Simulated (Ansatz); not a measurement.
Diethylzinc (DEZ), C₄H₁₀Zn, relaxed with RKS PBE-D4/def2-SVP in the Gaussian-basis code of Ansatz from a rough embedded geometry. The force threshold is 0.03 eV/Å; the program also tests the step.

Charge 0, multiplicity 1.

Start:

```xyz
15

C     1.734    0.828    0.029
C     1.429   -0.475   -0.535
Zn    0.090   -0.840   -0.414
C    -1.323   -0.912   -0.221
C    -1.873    0.334    0.561
H     1.480    0.897    1.137
H     2.822    1.114   -0.081
H     1.139    1.668   -0.495
H     2.069   -1.260   -0.016
H     1.700   -0.484   -1.616
H    -1.494   -1.806    0.492
H    -1.834   -1.026   -1.137
H    -1.680    1.276   -0.025
H    -2.930    0.248    0.781
H    -1.328    0.438    1.540
```

```tsv
step	energy (eV)	largest force (eV/Å)	largest move (Å)
1	-52696.0950	22.820	0.000
2	-52703.3053	9.209	0.195
3	-52706.1424	2.965	0.197
4	-52706.9483	1.028	0.193
5	-52707.0822	0.315	0.200
6	-52707.1328	0.160	0.200
7	-52707.1465	0.128	0.122
8	-52707.1554	0.190	0.196
9	-52707.1610	0.047	0.012
10	-52707.1620	0.004	0.024
11	-52707.1624	0.006	0.039
```

End:

```xyz
15

C     2.515    0.976   -0.080
C     1.977   -0.364   -0.601
Zn    0.053   -0.655   -0.330
C    -1.870   -0.950   -0.060
C    -2.610    0.185    0.664
H     2.359    1.094    1.014
H     3.608    1.093   -0.257
H     2.022    1.845   -0.566
H     2.520   -1.210   -0.122
H     2.185   -0.464   -1.691
H    -1.992   -1.906    0.497
H    -2.329   -1.133   -1.058
H    -2.541    1.148    0.115
H    -3.694   -0.029    0.793
H    -2.202    0.370    1.681
```

Hardware: 2 threads of an AMD EPYC 7R13 on a shared host. Wall time 30 s, peak host memory 0.25 GiB.
